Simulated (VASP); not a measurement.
A run of VASP 6.6.1:

INCAR

```
SYSTEM = BaO
PREC     = Accurate       ! precision mode
ENCUT    = 700            ! plane-wave cutoff, eV
EDIFF    = 1E-7           ! SCF threshold, eV
ISMEAR   = 0              ! smearing method
SIGMA    = 0.02           ! smearing width, eV
LREAL    = .False.        ! projectors in reciprocal space
LASPH    = .True.         ! aspherical terms in the spheres
NELM     = 80             ! most SCF steps
ALGO     = Normal         ! electronic algorithm
ISIF     = 2              ! what is computed and relaxed
LWAVE    = .False.        ! write WAVECAR
LCHARG   = .True.         ! write CHGCAR
GGA      = PS             ! functional
LELF     = .True.         ! ELF
LVHAR    = .True.       
NBANDS   = 15             ! bands
```

File KPOINTS:

```
Automatic mesh
0
Gamma
  8 8 8
  0 0 0
```

POSCAR

```
BaO
1.0
    0.0000000000      2.7658300000      2.7658300000
    2.7658300000      0.0000000000      2.7658300000
    2.7658300000      2.7658300000      0.0000000000
Ba O
1 1
Direct
    0.0000000000      0.0000000000      0.0000000000
    0.5000000000      0.5000000000      0.5000000000
```

Potentials or basis: VASP PAW PBE potentials, release 64 (Ba_sv, O).

Launch:

```console
$ cat potpaw_PBE.64/Ba_sv/POTCAR potpaw_PBE.64/O/POTCAR > POTCAR
$ mpirun -np 1 vasp_std > vasp.out
```

Hardware: 1 thread of Intel(R) Xeon(R) Platinum 8488C (Sapphire Rapids) (shared host).

**Question.** How long does it take, and how much memory?

**Answer.** It took 29 s on 1 thread of Intel(R) Xeon(R) Platinum 8488C (Sapphire Rapids), with other jobs on the host, peak memory 0.21 GiB. Counts: scf iterations 14, k points 29.
